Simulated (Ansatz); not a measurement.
## Calculated electric field gradients for InSb at a changed volume

The cell is a structure deposited in the COD, relaxed with PBE at fixed cell and then changed (volume scaled by 0.94, ions relaxed).

```xyz
4
Lattice="5.2476 0.0000 0.0000 0.0000 5.5954 0.0000 0.0000 0.0000 3.0005" Properties=species:S:1:pos:R:3 pbc="T T T"
In    0.0000    0.0000    0.4344
In    2.6238    2.7977   -0.4344
Sb    2.6238    0.0000    2.0804
Sb    0.0000    2.7977    0.9201
```

Atoms are numbered from 1 in the order listed; like atoms form one site, named after its first atom.

All values are calculated (Ansatz; DFT, PBE, plane waves and PAW, scalar-relativistic, 420 eV cutoff, Γ-centred 9×8×15 k-points, Fermi–Dirac smearing 0.05 eV), not measured.

Conventions: |V_zz| ≥ |V_yy| ≥ |V_xx|, η = (V_xx − V_yy)/V_zz, C_Q = eQV_zz/h. Directions are in the Cartesian axes of the cell vectors above, for the atom listed; none is given where the gradient is under 0.02 or η is above 0.95.

| site | first atom | first shell | V_zz (10²¹ V/m²) | η | direction of V_zz (x, y, z) |
| --- | --- | --- | --- | --- | --- |
| In | 1 | 6 Sb at 2.84–3.10 Å, 2 In at 3.00 Å | -5.05 | 0.45 | 0.00 1.00 0.00 |
| Sb | 3 | 6 In at 2.84–3.10 Å, 2 Sb at 3.00 Å; also 2 In at 3.76 Å | -12.01 | 0.95 | 0.00 1.00 0.00 |

The run finds no gap above 0.1 eV (a metal, or nearly one), so the gradients can move by 10 % or more with the k-mesh. Without spin–orbit coupling (the program notes it for In and Sb) the gradients can shift somewhat, as the gap is small. With these PAW files V_zz is typically within 2 to 3 % of all-electron values, but misses above 10 % occur on Sb. At this changed cell the PBE pressure is 21 GPa. Where η is near 1 the sign of V_zz means little.

The relaxation (5 steps) took 2.3 min of wall time (2.3 min of CPU time) and 0.87 GiB at its peak, on 1 thread of Intel Xeon Platinum 8259CL CPU @ 2.50GHz (Skylake/Cascade Lake) (x86_64; 16 cores open to the job, memory cap 3.0 GiB, no GPU), a shared host with a load of 0.5 a core.
